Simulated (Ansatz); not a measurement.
Runs of Ansatz 0.2.0 on MgS. The structure is hexagonal, space group P-6m2 (No. 187). Conventional cell: a = 3.611 Å, b = 3.611 Å, c = 3.305 Å, α = 90.00°, β = 90.00°, γ = 120.00°. Around Mg (site symmetry -6m2) lie 6 S at 2.66 Å. Around S (site symmetry -6m2) lie 6 Mg at 2.66 Å. The cell was built by a generator and needn't be a form met in nature.

```csv
task,level,cell,points for each segment of the path,gap on the mesh (eV),pressure (GPa),relaxed volume (Å³/atom)
relaxation of cell and atoms,PBE0,relaxed,-,3.20,0.0,18.34
band structure,B3LYP,as given,4,-,(a),-
band structure,HSE03,as given,4,-,-1.1,-
relaxation of cell and atoms,HSE03,relaxed,-,(b),0.0,18.38
relaxation of cell and atoms,HSEsol,relaxed,-,(c),0.0,18.04
```

Alike in all rows: potentials or basis Ansatz PAW; no spin polarisation; k mesh 5 × 5 × 4; cutoff (eV) 420; smearing fermi-dirac 0.05 eV; the mesh is coarse, so values aren't converged.

Task: Estimate the missing entries.

Result: (a) 0.8; (b) 2.27; (c) 2.38.

Caveats: all runs use coarse meshes; the PAW data sets come from PBE, with cores solved anew for the run's functional, which leaves a small shift of forces and pressure; odd divisions of the mesh miss points on the zone boundary, where band edges often lie, so the gap on the mesh can be too wide (some runs); the plane-wave basis is chosen anew once the cell has moved, so the energies of steps on either side of that aren't comparable (some runs); the thresholds are loose for stress (some runs).

A k mesh can miss the band edges.
